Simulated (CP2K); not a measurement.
A run of CP2K 2026.2:

File si2ni_scf.inp:

```
&GLOBAL
  PROJECT si2ni_scf
  RUN_TYPE ENERGY_FORCE
  PRINT_LEVEL LOW
&END GLOBAL
&FORCE_EVAL
  METHOD QS
  STRESS_TENSOR ANALYTICAL
  &DFT
    BASIS_SET_FILE_NAME BASIS_MOLOPT_UZH
    POTENTIAL_FILE_NAME POTENTIAL_UZH
    UKS T
    MULTIPLICITY 3
    &MGRID
      CUTOFF 650
      REL_CUTOFF 60
      NGRIDS 4
    &END MGRID
    &QS
      METHOD GPW
      EPS_DEFAULT 1.0E-10
    &END QS
    &KPOINTS
      SCHEME MONKHORST-PACK 9 9 9
      GAMMA_CENTERED T
      SYMMETRY T
      SYMMETRY_BACKEND SPGLIB
    &END KPOINTS
    &SCF
      SCF_GUESS ATOMIC
      EPS_SCF 1.0E-6
      MAX_SCF 150
      ADDED_MOS 15 17
      CHOLESKY OFF
      EPS_EIGVAL 1.0E-7
      &DIAGONALIZATION ON
        ALGORITHM STANDARD
      &END DIAGONALIZATION
      &MIXING ON
        METHOD BROYDEN_MIXING
        ALPHA 0.2
        BETA 1.5
        NBUFFER 10
      &END MIXING
      &SMEAR ON
        METHOD FERMI_DIRAC
        ELECTRONIC_TEMPERATURE [K] 580.226
      &END SMEAR
    &END SCF
    &XC
      &XC_FUNCTIONAL
        &GGA_X_PBE
        &END GGA_X_PBE
        &GGA_C_PBE
        &END GGA_C_PBE
      &END XC_FUNCTIONAL
    &END XC
    &PRINT
      &KPOINTS ON
      &END KPOINTS
      &MULLIKEN ON
      &END MULLIKEN
      &MO ON
        ENERGIES T
        OCCUPATION_NUMBERS T
        &EACH
          QS_SCF 0
        &END EACH
        ADD_LAST NUMERIC
      &END MO
      &LOWDIN ON
      &END LOWDIN
      &HIRSHFELD ON
        SHAPE_FUNCTION DENSITY
      &END HIRSHFELD
    &END PRINT
  &END DFT
  &SUBSYS
    &CELL
      ABC 3.8226192591 3.8226192591 3.8226192590
      ALPHA_BETA_GAMMA 60.0000000005 60.0000000003 60.0000000008
      PERIODIC XYZ
    &END CELL
    &COORD
      Ni  0.0289448730 0.0276756578 -0.0143635579
      Si  5.7796627054 3.3315113836 2.3921066771
      Si  1.9065906060 1.1190113741 0.7964502323
    &END COORD
    &KIND Ni
      BASIS_SET TZVP-MOLOPT-PBE-GTH-q18
      POTENTIAL GTH-PBE-q18
      MAGNETIZATION 1.0
    &END KIND
    &KIND Si
      BASIS_SET TZVP-MOLOPT-PBE-GTH-q4
      POTENTIAL GTH-PBE-q4
    &END KIND
    &PRINT
      &ATOMIC_COORDINATES ON
      &END ATOMIC_COORDINATES
      &CELL ON
      &END CELL
      &SYMMETRY ON
      &END SYMMETRY
    &END PRINT
  &END SUBSYS
  &PRINT
    &FORCES ON
    &END FORCES
    &STRESS_TENSOR ON
    &END STRESS_TENSOR
  &END PRINT
&END FORCE_EVAL
```

Potentials or basis: POTENTIAL_UZH Ni GTH-PBE-q18, Si GTH-PBE-q4; TZVP-MOLOPT-PBE-GTH basis.

The run is started by

```console
$ OMP_NUM_THREADS=1 cp2k.psmp -i si2ni_scf.inp -o si2ni_scf.out
```

Hardware: 1 thread of Arm Neoverse V2, on a shared host.

Problem. How long does it take, and how much memory?

Solution. Wall time 10 min on 1 thread of Arm Neoverse V2, on a shared host, peak memory 0.81 GiB. Counts: scf iterations 29, k points 365, basis 69, bands 29, force evaluations 1.
